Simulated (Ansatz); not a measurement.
## A series in volume per atom on CaO

Results calculated with Ansatz 0.2.0, not measured. Periodic Kohn-Sham DFT of a crystal at fixed atoms; pressure and stress are positive in compression; the energy is the free energy less that of spherical unpolarised free atoms; site moments are those in the method's own spheres, positive along +z.

Cell of the first row (space group Fm-3m, No. 225):
```
cell vectors (Å)
   0.0000     2.3994     2.3994
   2.3994     0.0000     2.3994
   2.3994     2.3994     0.0000
atoms (fractions of the cell vectors)
Ca  0.00000  0.00000  0.00000
O   0.50000  0.50000  0.50000
```

Settings of every row: method frozen-core PAW; functional PBE; relativity scalar; k mesh 11x11x11; filling fermi-dirac; smearing width 0.02 eV; wave cutoff 420 eV; paw set soft_2.

Atom start moment: 0 on all atoms.

Limits: the cell was measured well above room temperature.

| row | volume per atom (Å³) | pressure (GPa) |
| --- | --- | --- |
| 1 | 13.814 | 2.191 |
| 2 | 14.247 | -1.13 |
| 3 | 14.688 | ? |
| 4 | 15.129 | -6.416 |
| 5 | 15.569 | -8.466 |

Question: what pressure should row 3 give?

Worked fit of pressure. Take u = (V_r/V)^(2/3) − 1 with V_r = 14.688 Å³ an atom, which is twice the finite (Eulerian) strain; such expansions in the strain, on which the Birch-Murnaghan equation of state is built, carry the rest volume and the bulk modulus. The shown rows have u = 0.04175, 0.02053, -0.01953, -0.03809. Least squares give pressure = −3.994 + 131.968 × u + 385.36 × u² GPa; a straight line predicts inner rows, each left out in turn, worse (root mean square 0.35 against 0.02 GPa). The rows lie off it by 0.004, -0.008, 0.008, -0.004 (root mean square 0.0063 GPa). The pressure vanishes at u = 0.0280, or V = 14.09 Å³ an atom, and there the bulk modulus at fixed shape and fractions is B = −V dP/dV = (2/3)(1 + u) dP/du = 105 GPa. The withheld row has u = 0, so the fit gives −3.994 + 131.968 × (0) + 385.36 × (0)² = -3.994 GPa.

The calculation gave -3.993 GPa. The fit lies 0.001 GPa (0.0094 % of the column's range) below it, one unit of the last digit.
